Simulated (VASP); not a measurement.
Crystal: HfB2.

```
Hf B
1.0
     3.14000    0.00000    0.00000
    -1.57000    2.71932    0.00000
     0.00000    0.00000    3.48000
Hf B
1 2
Direct
  0.00000 0.00000 0.00000
  0.66667 0.33333 0.50000
  0.33333 0.66667 0.50000
```

Base run:

| Item | Value |
| --- | --- |
| Program | VASP 6.6.1 |
| Functional | LDA |
| Potentials or basis | VASP PAW LDA potentials, release 64 (Hf_pv, B) |
| Cutoff | 520 eV |
| k mesh | 10 × 10 × 8 |
| Occupations | fermi-dirac, width 0.05 eV |
| Spin | no spin polarisation |
| Hubbard terms | Hf d U = 6 eV |

Its results: band gap on the k mesh none (metal or under the smearing width); pressure 7.9 GPa.

Task: The run is repeated on the same cell with these changes: hubbard terms from Hf d U = 6 eV to Hf d U = 4 eV. What comes out?

Result: Band gap on the k mesh none (metal or under the smearing width); pressure 1.8 GPa.

Caveats: U without spin polarisation on a metal has little footing; the U is typed as a test and isn't derived for this compound.

Not every run made on this cell is shown here.
